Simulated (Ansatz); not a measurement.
The cell is MgO in the rocksalt structure; cell and atoms were relaxed with r2SCAN. It is cubic, Fm-3m (No. 225); a = 4.204 Å in the conventional setting, 9.29 Å³ an atom. Mg is surrounded by 6 O at 2.10 Å; O is surrounded by 6 Mg at 2.10 Å.

```cif
data_structure
_symmetry_space_group_name_H-M 'Fm-3m'
_symmetry_Int_Tables_number 225
_cell_length_a 4.2043
_cell_length_b 4.2043
_cell_length_c 4.2043
_cell_angle_alpha 90.000
_cell_angle_beta 90.000
_cell_angle_gamma 90.000
_cell_volume 74.32
loop_
_atom_site_label
_atom_site_type_symbol
_atom_site_symmetry_multiplicity
_atom_site_Wyckoff_symbol
_atom_site_fract_x
_atom_site_fract_y
_atom_site_fract_z
_atom_site_occupancy
Mg1 Mg 4 a 0.00000 0.00000 0.00000 1
O1 O 4 b 0.50000 0.00000 0.00000 1
```

The questions ask for values computed with the PAW code Ansatz on this geometry. The values are computed, spin-unpolarised.

(1) Is there a gap with PBE, and of what kind?

(2) How does the gap change from PBE to r2SCAN (10×10×10)?

(3) Estimate the gap with HSE06 on 8×8×8.

(4) Estimate the gap with PBE0 on 8×8×8.

(5) What does G0W0@PBE with 55 empty bands, a screening cutoff of 120 eV and a 6×6×6 mesh give?

(6) How do these values compare with experiment?

Answers

(1) The PBE gap is direct at Γ: 4.80 eV.

(2) With r2SCAN the gap is 5.68 eV and direct, at Γ. The gap differs by +0.88 eV from PBE's.

(3) HSE06 gives a direct gap of 6.54 eV at Γ. The gap differs by +1.74 eV from PBE's.

(4) PBE0 gives a direct gap of 7.28 eV at Γ. The gap differs by +2.48 eV from PBE's.

(5) 7.13 eV (PBE's gap over the path plus the quasiparticle shift read on the mesh). The quasiparticle gap on this mesh is 7.13 eV (direct at Γ), against 4.80 eV from PBE: +2.33 eV. Renormalisation factors Z lie between 0.79 and 0.86. G0W0 values are finite-basis, finite-mesh values.

(6)
Comparison with experiment:
- Gap, measured 7.83 eV (direct): PBE 4.80 (-3.03), r2SCAN 5.68 (-2.15), HSE06 6.54 (-1.29), PBE0 7.28 (-0.55) eV. Source: 7.83 eV (direct gap at Gamma, low temperature; Literature low-temperature value quoted in the theory part; exact temperature and method not stated; quoted in “The Band-Gap Studies of Short-Period CdO/MgO Superlattices”, 2021, pmc:8035356).
Measured gaps include zero-point and thermal shifts, optical ones also the exciton binding, and spin-orbit coupling, which these levels lack. Reports marked as nanostructured, strained, doped, implanted or mixed samples, and transport gaps, were set aside.

The meshes of the hybrids are coarse, so their gaps aren't converged to the digits shown.
